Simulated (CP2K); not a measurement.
**SnTe under changes of volume**

One of the cells (47.091 Å³/atom); the others are scaled copies at fixed shape and fractional positions:

```
Te Sn
1.0
     5.10693    0.00000    0.00000
     2.55347    4.42273    0.00000
     2.55347    1.47424    4.16979
Te Sn
1 1
Direct
  0.25000 0.25000 0.25000
  0.00000 0.00000 0.00000
```

Measurements of this composition are mostly on another form, of space group No. 225.

| Property | Result |
| --- | --- |
| Program | CP2K 2026.2 |
| Functional | PBEsol |
| Potentials or basis | POTENTIAL_UZH Te GTH-PBE-q6, Sn GTH-PBE-q4; TZVP-MOLOPT-PBE-GTH basis |
| Density cutoff | 6123 eV |
| k mesh | 7 × 7 × 7 |
| Occupations | fermi-dirac, width 0.05 eV |
| Spin | no spin polarisation |

| volume (Å³/atom) | energy over the lowest point (meV/atom) | pressure (GPa) |
| --- | --- | --- |
| 44.265 | 9.62 | 1.4 |
| 45.207 | 3.18 | 0.8 |
| 46.149 | 0.06 | 0.2 |
| 47.091 | 0.00 | -0.3 |
| 48.033 | 2.81 | -0.7 |
| 48.974 | 8.19 | -1.1 |
| 49.916 | ? | ? |

Problem. What does the run at 49.916 Å³/atom give?

Solution. Energy over the lowest point 15.93 meV/atom; pressure -1.5 GPa.

Worked out: A Birch-Murnaghan fit of order 3 (a polynomial in V^(-2/3)) to the other rows has its minimum at 46.63 Å³/atom with B0 = V·E''(V) = 25 GPa and B' = 3.0. It gives 16.01 meV/atom at 49.916 Å³/atom, against the run's 15.93, and -dE/dV = -1.5 GPa, against -1.5.

Energies are extrapolated to zero smearing.

Caveats: the potentials were made for another functional, which shifts forces and pressure; the basis of atomic orbitals isn't converged, which shifts pressures, moduli and gaps.
